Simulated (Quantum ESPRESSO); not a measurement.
Crystal: As.

```
CELL_PARAMETERS angstrom
1.82500 -5.50000 0.00000
1.82500 5.50000 0.00000
0.00000 0.00000 4.47000
ATOMIC_POSITIONS crystal
As 0.39000 0.61000 0.56000
As 0.89000 0.11000 0.94000
As 0.61000 0.39000 0.44000
As 0.11000 0.89000 0.06000
```

This isn't the form of As at room conditions, which is rhombohedral.

Base run:

```yaml
Program: Quantum ESPRESSO 7.5
Functional: PBEsol
Potentials_or_basis: GBRV 1.5 PBEsol
Cutoff: 612 eV
Density_cutoff: 4898 eV
k_mesh: 8 × 8 × 6
Occupations: fermi-dirac, width 0.05 eV
Spin: no spin polarisation
```

Its results: band gap on the k mesh none (metal or under the smearing width); pressure 0.2 GPa; largest force 0.122 eV/Å.

The run is repeated on the same cell with these changes: functional from PBEsol to LDA; potentials or basis from GBRV 1.5 PBEsol to GBRV 1.5 LDA. What comes out?

Band gap on the k mesh none (metal or under the smearing width); pressure -1.3 GPa; largest force 0.129 eV/Å.
